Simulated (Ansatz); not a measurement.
This is a one-shot G0W0 calculation with Ansatz 0.2.0 on wurtzite BN; the level of theory is G0W0@PBE with 95 empty bands, a screening cutoff of 150 eV and a 6×6×4 mesh. The cell was relaxed with r2SCAN and then strained, so it isn't that functional's minimum.

```yaml
crystal:
  lattice:
    - [2.5439499996, 0.0, 0.0]
    - [-1.2719749998, 2.2031253256, 0.0]
    - [0.0, 0.0, 4.0815808813]
  atoms:
    - { symbol: B, position: [0.3333333333, 0.6666666667, -9.04068e-05] }
    - { symbol: B, position: [0.6666666667, 0.3333333333, 0.4999095932] }
    - { symbol: "N", position: [0.3333333333, 0.6666666667, 0.3750904068] }
    - { symbol: "N", position: [0.6666666667, 0.3333333333, 0.8750904068] }
kpoints:
  mp_grid: { grid: [6, 6, 4] }
hamiltonian:
  xc: pbe
scf:
  occupations: { method: fixed }
gw:
  n_empty_bands: 95
  ecut_chi: 150
  qp_bands: [v2, c2]
  qp_kpoints: band_edges
  screening: { model: contour_deformation }
```

The output follows, shortened, with numbered blanks.
```
Pseudopotential: B, paw, valence charge 3, recommended cutoff 420 eV (normal)
Pseudopotential: N, paw, valence charge 5, recommended cutoff 420 eV (normal)
Functional definition: PBE
Crystal: 4 atoms, lattice volume = 22.876 Å³
Basis set: ecut = 420 eV, 451 PW (Γ)
Bands: 12, of which v1, the nominal top of the filled ones, is band 8 counted from 1 (7 counted from 0)
Symmetry: 12 space group operations
Space group: P63mc (ITA 186)
k-points: 21 of 144 (time reversal used)
preconditioner: auto → none  [insulator: Δε(μ)=5.287 eV  ℏωp=31.1 eV]
SCF 1 converged in 6 iterations: F = -1084.380072 eV  dr2 = 7.11e-11
Free energy (F): -1084.380072 eV
Fermi energy:    11.840962 eV
--- Band table (eV; the first three rows and the last of 21) ---
  k-point 0: bands = […, 0.7220, 9.4126, 9.4126, 11.6807, 11.8410, 11.8410, 20.0910, 20.0910, 21.1610, 21.5619]
  k-point 1: bands = […, 2.6605, 9.7064, 9.7064, 9.9349, 11.4027, 11.4027, 20.5606, 20.5606, 21.1660, 21.4121]
  k-point 2: bands = […, 6.3029, 6.3029, 10.4866, 10.4866, 10.4866, 10.4866, 21.2299, 21.2299, 21.7741, 21.7741]
  k-point 20: bands = […, 2.7293, 2.7293, 3.9175, 3.9175, 8.9159, 8.9159, 21.8492, 21.8492, 22.5148, 22.5148]
--- G₀W₀: contour deformation, 6 samples at zero and on the imaginary axis and 2 off it, 144 q-points, 95 empty bands' worth ---
    ik  band        ε_KS         Σx   Σc(E_QP)       V_xc       Z   E_QP_lin       E_QP  E_QP is
     0     7     11.8410   -23.1000     2.7853   -19.5034  0.8277    11.0271    11.0296  root
     0     8     11.8410   -23.1000     2.7853   -19.5034  0.8277    11.0271    11.0296  root
     0     9     20.0910    -7.7889    -5.3892   -14.4375  0.8420    21.3575    21.3504  root
     0    10     20.0910    -7.7889    -5.3892   -14.4375  0.8420    21.3575    21.3504  root
     1     7     11.4027   -22.9401     2.8575   -19.2250  0.8271    10.5421    10.5450  root
     1     8     11.4027   -22.9401     2.8575   -19.2250  0.8271    10.5421    10.5450  root
     1     9     20.5606    -7.8705    -5.4544   -14.6104  0.8405    21.8538    21.8461  root
     1    10     20.5606    -7.8705    -5.4544   -14.6104  0.8405  [1]
     3     7     10.9976   -22.7989     2.9250   -18.9753  0.8266    10.0956    10.0989  root
     3     8     11.2806   -22.9229     2.8872   -19.1613  0.8268  [2]
     3     9     19.5375    -8.1545    -5.2030   -14.4228  0.8441    20.6078    20.6029  root
     3    10     21.1422    -7.9172    -5.6430   -14.9134  0.8365    22.5045    22.4953  root
     5     7      9.6645   -22.4875     3.1817   -18.2730  0.8234  [3]
     5     8      9.6645   -22.4875     3.1817   -18.2730  0.8234     8.6268     8.6317  root
     5     9     20.5865    -8.3032    -5.3634   -14.7960  0.8411    21.7217    21.7158  root
     5    10     20.5865    -8.3032    -5.3634   -14.7960  0.8411    21.7217    21.7158  root
     6     7      9.0711   -22.1944     3.2624   -17.8426  0.8222     7.9759     7.9817  root
     6     8     10.2406   -22.7381     3.1112   -18.6435  0.8244     9.2530     9.2573  root
     6     9     18.7132    -8.2390    -4.9903   -14.1036  0.8482    19.5905    19.5874  root
     6    10     21.0441    -8.3569    -5.3722   -14.8606  0.8385  [4]
     7     7      9.3700   -22.6281     3.3101   -18.2521  0.8219     8.2987     8.3041  root
     7     8      9.6177   -22.5470     3.2203   -18.2852  0.8230     8.5711     8.5762  root
     7     9     18.6857    -8.3894    -4.9712   -14.2440  0.8479    19.5722    19.5690  root
     7    10     20.1101    -8.1544    -5.2506   -14.4333  0.8435    21.1431    21.1384  root
     8     7      8.4002   -22.3798     3.4819   -17.7466  0.8191     7.2419     7.2488  root
     8     8      8.4002   -22.3798     3.4819   -17.7466  0.8191     7.2419     7.2488  root
     8     9     19.1850    -8.3362    -5.0630   -14.3422  0.8465  [5]
     8    10     19.1850    -8.3362    -5.0630   -14.3422  0.8465    20.1316    20.1279  root
     9     7      7.2376   -21.4993     3.5582   -16.7022  0.8169     5.9897     5.9987  root
     9     8      9.7829   -22.7128     3.2212   -18.4631  0.8231  [6]
     9     9     18.3823    -8.0092    -4.9500   -13.7560  0.8507    19.1816    19.1791  root
     9    10     20.1574    -8.9065    -5.0411   -14.9829  0.8413  [7]
    11     7      8.3506   -22.8472     3.6132   -18.0644  0.8176  [8]
    11     8      8.3506   -22.8472     3.6132   -18.0644  0.8176     7.1737     7.1810  root
    11     9     18.6365    -8.2426    -4.9802   -14.1062  0.8484    19.5230    19.5198  root
    11    10     18.6365    -8.2426    -4.9802   -14.1062  0.8484    19.5230    19.5198  root
  […]
```

The points are ik 0 = (0, 0, 0) (Γ), ik 1 = (0, 0, 1/4), ik 3 = (0, 1/6, 0), ik 5 = (0, 1/6, -1/2), ik 6 = (0, 1/3, 0), ik 7 = (0, 1/3, 1/4), ik 8 = (0, 1/3, -1/2), ik 9 = (0, -1/2, 0) (M), ik 11 = (0, -1/2, -1/2) (L), ik 12 = (1/6, 1/6, 0), ik 17 = (1/6, 1/3, -1/2), ik 18 = (1/3, 1/3, 0) (K); band 8 is the last filled one.

Q: Fill in the blanks. They hold quasiparticle rows.

A:
```
[1]
     1    10     20.5606    -7.8705    -5.4544   -14.6104  0.8405    21.8538    21.8461  root
[2]
     3     8     11.2806   -22.9229     2.8872   -19.1613  0.8268    10.4031    10.4062  root
[3]
     5     7      9.6645   -22.4875     3.1817   -18.2730  0.8234     8.6268     8.6317  root
[4]
     6    10     21.0441    -8.3569    -5.3722   -14.8606  0.8385    22.1817    22.1755  root
[5]
     8     9     19.1850    -8.3362    -5.0630   -14.3422  0.8465    20.1316    20.1279  root
[6]
     9     8      9.7829   -22.7128     3.2212   -18.4631  0.8231     8.7495     8.7544  root
[7]
     9    10     20.1574    -8.9065    -5.0411   -14.9829  0.8413    21.1973    21.1926  root
[8]
    11     7      8.3506   -22.8472     3.6132   -18.0644  0.8176     7.1737     7.1810  root
```
The trailing digits, and the zero of the energies, depend on the potentials and thresholds.

Wall time 5.1 s on 1 × NVIDIA H100 80GB HBM3 with 2 threads of AMD EPYC 7R13 Processor (Zen 3), with other jobs on the host, load about 1.7 per core; peak host memory 1.4 GiB.

The values are computed, spin-unpolarised, and not measurements.
